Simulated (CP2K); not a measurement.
BaTiO3:

```
CELL_PARAMETERS angstrom
4.00410 0.00000 0.00000
0.01034 4.00409 0.00000
0.01034 0.01031 4.00407
ATOMIC_POSITIONS crystal
Ba 0.03347 0.98847 0.00184
Ti 0.50610 0.52748 0.53723
O 0.48625 0.49715 0.97115
O 0.47409 0.98642 0.47201
O 0.97879 0.47918 0.49647
```

The cell isn't the ideal one: all atoms moved at random.

Base run:

| Item | Value |
| --- | --- |
| Program | CP2K 2026.2 |
| Functional | PBE |
| Potentials or basis | GTH_POTENTIALS Ba GTH-PBE-q10, Ti GTH-PBE-q12, O GTH-PBE-q6; DZVP-MOLOPT-SR-GTH basis |
| Density cutoff | 8163 eV |
| k mesh | 5 × 5 × 5 |
| Occupations | fermi-dirac, width 0.05 eV |
| Spin | no spin polarisation |

Its results: band gap on the k mesh 2.78 eV, indirect (least direct gap 3.29 eV); largest force 2.241 eV/Å.

Q: The run is repeated on the same cell with these changes: hubbard terms from none to Ti d U = 8.0 eV. What comes out?

A: Band gap on the k mesh 3.60 eV, indirect (least direct gap 4.10 eV); largest force 3.018 eV/Å.

The U term pushes filled and empty states of the shell apart.

Caveats: spin-orbit coupling is left out, which moves the levels of the heavy elements; an odd mesh through Γ misses points on the zone boundary, where band edges often lie; the basis of atomic orbitals isn't converged, which shifts pressures, moduli and gaps; forces of over 1 eV/Å show positions far from the minimum, so gaps and moduli don't describe the material at rest; this program's U acts on Mulliken populations of all basis functions of the shell, so it isn't the U of plane-wave codes (some runs); energies scatter by some meV and the pressure isn't listed (some runs).
